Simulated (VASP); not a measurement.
## HgTe (Coloradoite): relaxation of the atoms with PBE

Crystal: HgTe (Coloradoite).

```xyz
2
Lattice="0.0000 3.2826 3.2826 3.2826 0.0000 3.2826 3.2826 3.2826 0.0000" Properties=species:S:1:pos:R:3 pbc="T T T"
Hg    3.2826    6.5653    3.2826
Te    1.6413    1.6413    1.6413
```

The cell isn't the ideal one: a relaxed cell with its volume scaled by 0.96.

```json
{"Program": "VASP 6.6.1", "Task": "relaxation of the atoms", "Functional": "PBE", "Potentials or basis": "VASP PAW PBE potentials, release 64 (Hg, Te)", "Cutoff": "600 eV", "k mesh": "10 × 10 × 10", "Occupations": "gaussian, width 0.03 eV", "Spin": "no spin polarisation", "Further INCAR settings": "ALGO = Normal; EDIFF = 1e-07; IBRION = 2; EDIFFG = -0.01; NSW = 40"}
```

- Pressure after relaxing: 1.5 GPa
- Band gap on the k mesh: none (metal or under the smearing width)

Final structure:
```
Hg Te
1.0
     0.00000    3.28263    3.28263
     3.28263    0.00000    3.28263
     3.28263    3.28263    0.00000
Hg Te
1 1
Direct
  0.00000 0.00000 0.00000
  0.25000 0.25000 0.25000
```

Levels at points of the mesh, in eV from the Fermi level:
| k point | band 6 | band 7 | band 8 | band 9 | band 10 | band 11 | band 12 | band 13 |
| --- | --- | --- | --- | --- | --- | --- | --- | --- |
| (0.00, 0.00, 0.00) | -6.63 | -0.85 | -0.01 | -0.01 | -0.01 | 4.30 | 4.30 | 4.30 |
| (0.50, 0.00, 0.00) | -6.35 | -5.20 | -0.91 | -0.91 | 0.70 | 5.07 | 5.07 | 6.84 |
| (0.50, 0.50, 0.00) | -6.22 | -5.19 | -2.09 | -2.09 | 1.90 | 2.60 | 8.04 | 8.66 |

Wall time 47 s on 1 thread of Intel(R) Xeon(R) Platinum 8259CL CPU @ 2.50GHz (Skylake/Cascade Lake), on a shared host, peak memory 0.27 GiB.

Caveat: the relaxation stopped at its first step, so nothing moved. The run has no spin-orbit coupling, so splittings on Hg, Te are missing.
